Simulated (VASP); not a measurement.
Calculation: PBE GGA, VASP's PBE PAW potentials (set 64) (plane waves; VASP).

A VASP calculation is set up with these files.

INCAR:
```
LCHARG  =  .FALSE.
NELM  =  100   ! most electronic steps
EDIFF  =  1E-6   ! SCF stop (eV)
ISIF  =  2
ENCUT  =  400   ! plane-wave cut-off (eV)
ALGO  =  Normal   ! blocked Davidson
ISMEAR  =  0
LREAL  =  .FALSE.   ! projection in real space or not
GGA  =  PE
LWAVE  =  .FALSE.
LMAXMIX  =  4   ! l cut-off of mixed one-centre charges
LASPH  =  .TRUE.
PREC  =  Accurate
SIGMA  =  0.05   ! width (eV)
SYSTEM  =  CsBr
```

**POSCAR**
```
CsBr
1
    4.3758000000     0.0000000000     0.0000000000
    0.0000000000     4.3758000000     0.0000000000
    0.0000000000     0.0000000000     4.3758000000
Cs Br
1 1
Direct
  0.0000000000   0.0000000000   0.0000000000
  0.5000000000   0.5000000000   0.5000000000
```

### KPOINTS
```
Automatic mesh
0
Gamma
6 6 6
0 0 0
```

POTCAR, in this order: Cs_sv Br (PBE.64 set). Program: vasp_std.

The run wrote:

OUTCAR:
```
 ion  position               nearest neighbor table
   1  0.000  0.000  0.000-
   2  0.500  0.500  0.500-
  LATTYP: Found a simple cubic cell.
 ALAT       =     4.3758000000
 Subroutine PRICEL returns:
 Original cell was already a primitive cell.
 Subroutine GETGRP returns: Found 48 space group operations
The static configuration has the point symmetry O_h .
The dynamic configuration has the point symmetry O_h .
 Subroutine INISYM returns: Found 48 space group operations
 Subroutine IBZKPT returns following result:
 Found     20 irreducible k-points:

 Following reciprocal coordinates:
            Coordinates               Weight
  0.000000  0.000000  0.000000      1.000000
  0.166667  0.000000  0.000000      6.000000
  0.333333  0.000000  0.000000      6.000000
  0.500000  0.000000  0.000000      3.000000
  0.166667  0.166667  0.000000     12.000000
  0.333333  0.166667  0.000000     24.000000
  0.500000  0.166667  0.000000     12.000000
  0.333333  0.333333  0.000000     12.000000
  0.500000  0.333333  0.000000     12.000000
...
```

**OSZICAR**
```
       N       E                     dE             d eps       ncg     rms          rms(c)
DAV:   1     0.934753558225E+02    0.93475E+02   -0.57336E+03   480   0.918E+02
DAV:   2     0.134522042797E+01   -0.92130E+02   -0.85681E+02   720   0.169E+02
DAV:   3    -0.622072478476E+01   -0.75659E+01   -0.75342E+01   596   0.558E+01
DAV:   4    -0.630327045707E+01   -0.82546E-01   -0.82525E-01   556   0.693E+00
DAV:   5    -0.630396226257E+01   -0.69181E-03   -0.69175E-03   608   0.621E-01    0.180E+00
DAV:   6    -0.606038670457E+01    0.24358E+00   -0.36968E-01   540   0.304E+00    0.111E+00
DAV:   7    -0.602005135063E+01    0.40335E-01   -0.18635E-01   584   0.218E+00    0.596E-01
DAV:   8    -0.602294700915E+01   -0.28957E-02   -0.12458E-02   536   0.790E-01    0.955E-02
DAV:   9    -0.602338184793E+01   -0.43484E-03   -0.25718E-03   560   0.308E-01    0.815E-02
DAV:  10    -0.602342702135E+01   -0.45173E-04   -0.16607E-04   572   0.103E-01    0.125E-02
DAV:  11    -0.602343216363E+01   -0.51423E-05   -0.40590E-05   564   0.378E-02    0.478E-03
DAV:  12    -0.602343205469E+01    0.10894E-06   -0.77258E-06   564   0.172E-02
   1 F= -.60234321E+01 E0= -.60234321E+01  d E =-.220066E-12
```

OUTCAR:
```
------------------------ aborting loop because EDIFF is reached ----------------------------------------
  FORCE on cell =-STRESS in cart. coord.  units (eV):
  Direction    XX          YY          ZZ          XY          YZ          ZX
  --------------------------------------------------------------------------------------
  Total        0.0667910      0.0667910      0.0667910      0.0000000     -0.0000000      0.0000000
  in kB        1.2771911      1.2771911      1.2771911      0.0000000     -0.0000000      0.0000000
  external PRESSURE =       1.2771911 kB  Pullay stress =       0.0000000 kB
  volume of cell :       83.79
      direct lattice vectors                 reciprocal lattice vectors
     4.375800000  0.000000000  0.000000000     0.228529640  0.000000000  0.000000000
     0.000000000  4.375800000  0.000000000     0.000000000  0.228529640  0.000000000
     0.000000000  0.000000000  4.375800000     0.000000000  0.000000000  0.228529640
 POSITION                                       TOTAL-FORCE (eV/Angst)
 -----------------------------------------------------------------------------------
      0.00000      0.00000      0.00000         0.000000      0.000000      0.000000
      2.18790      2.18790      2.18790         0.000000      0.000000      0.000000
 -----------------------------------------------------------------------------------
    total drift:                                0.000000      0.000000     -0.000000
  FREE ENERGIE OF THE ION-ELECTRON SYSTEM (eV)
  ---------------------------------------------------
  free  energy   TOTEN  =        -6.0234320547 eV

  energy  without entropy=       -6.0234320547  energy(sigma->0) =       -6.02343205
```
(Selected blocks of OUTCAR.)

The compound is CsBr in the CsCl type structure. The cell was not relaxed at this level.
